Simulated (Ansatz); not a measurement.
## AlN under changes of volume

One of the cells (10.417 Å³/atom); the others are scaled copies at fixed shape and fractional positions:

```xyz
2
Lattice="0.0000 2.1840 2.1840 2.1840 0.0000 2.1840 2.1840 2.1840 0.0000" Properties=species:S:1:pos:R:3 pbc="T T T"
Al    0.0000    0.0000    0.0000
N     1.0920    1.0920    1.0920
```

Measurements of this composition are mostly on another form, of space group No. 186.

- Program: Ansatz 0.2.0
- Functional: RPBE
- Dispersion: D3(BJ)
- Potentials or basis: Ansatz PAW
- Cutoff: 420 eV (not typed: the program's choice for these potentials)
- k mesh: 10 × 10 × 10
- Occupations: fermi-dirac, width 0.05 eV
- Spin: no spin polarisation

```tsv
volume (Å³/atom)	energy over the lowest point (meV/atom)	pressure (GPa)	gap on the mesh (eV)
9.792	0.00	-0.1	3.40
10.001	3.20	-4.7	3.39
10.209	?	?	?
10.417	26.10	-12.6	3.37
10.626	44.75	-16.0	3.36
10.834	67.57	-19.0	3.34
11.042	94.17	-21.8	3.33
```

What does the run at 10.209 Å³/atom give?

Energy over the lowest point 12.06 meV/atom; pressure -8.9 GPa; gap on the mesh 3.38 eV.

Worked out: A Birch-Murnaghan fit of order 3 (a polynomial in V^(-2/3)) to the other rows has its minimum at 9.79 Å³/atom, just outside them, with B0 = V·E''(V) = 227 GPa and B' = 3.7. It gives 12.09 meV/atom at 10.209 Å³/atom, against the run's 12.06, and -dE/dV = -8.9 GPa, against -8.9. A straight line through the other rows of the gap, of slope -0.585 eV per unit of ln V, gives 3.38 eV, against the run's 3.38.

Energies are extrapolated to zero smearing.

Caveats: the PAW data sets come from PBE, with cores solved anew for the run's functional, which leaves a small shift of forces and pressure.

A mesh can miss the band edges.
